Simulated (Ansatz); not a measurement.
CdS (Greenockite):

```xyz
4
Lattice="4.1500 0.0000 0.0000 -2.0750 3.5940 0.0000 0.0000 0.0000 6.7370" Properties=species:S:1:pos:R:3 pbc="T T T"
Cd    2.0750    1.1980    3.3685
Cd    0.0000    2.3960    0.0000
S     2.0750    1.1980    5.8949
S     0.0000    2.3960    2.5264
```

- Program: Ansatz 0.2.0
- Task: relaxation of cell and atoms
- Functional: CAM-B3LYP
- Potentials or basis: Ansatz PAW
- Cutoff: 420 eV (not typed: the program's choice for these potentials)
- k mesh: 4 × 4 × 2
- Occupations: fermi-dirac, width 0.05 eV
- Spin: no spin polarisation

At the start: volume 25.12 Å³/atom.

Where does the relaxation end?

It ends after 5 steps and the volume is 25.64 Å³/atom (+2.1 %); space group P6_3mc (No. 186, to 0.05 Å).

Step by step:
| step | energy change (eV) | largest force (eV/Å) | volume (Å³) |
| --- | --- | --- | --- |
| 1 | 0.0000 | 0.0589 | 100.48 |
| 2 | -0.0076 | 0.0219 | 102.82 |
| 3 | -0.0079 | 0.0115 | 102.58 |
| 4 | -0.0080 | 0.0001 | 102.56 |
| 5 | -0.0091 | 0.0001 | 102.56 |

Final structure:
```
CELL_PARAMETERS angstrom
4.17583 0.00000 0.00000
-2.08792 3.61637 0.00000
0.00000 0.00000 6.79133
ATOMIC_POSITIONS crystal
Cd 0.66667 0.33333 0.49935
Cd 0.33333 0.66667 0.99935
S 0.66667 0.33333 0.87565
S 0.33333 0.66667 0.37565
```

Caveat: the k mesh is coarse (spacing up to 0.47 Å⁻¹), so the values aren't converged, least of all with exact exchange; the plane-wave basis is chosen anew once the cell has moved, so the energies of steps on either side of that aren't comparable; the PAW data sets come from PBE, with cores solved anew for the run's functional, which leaves a small shift of forces and pressure.
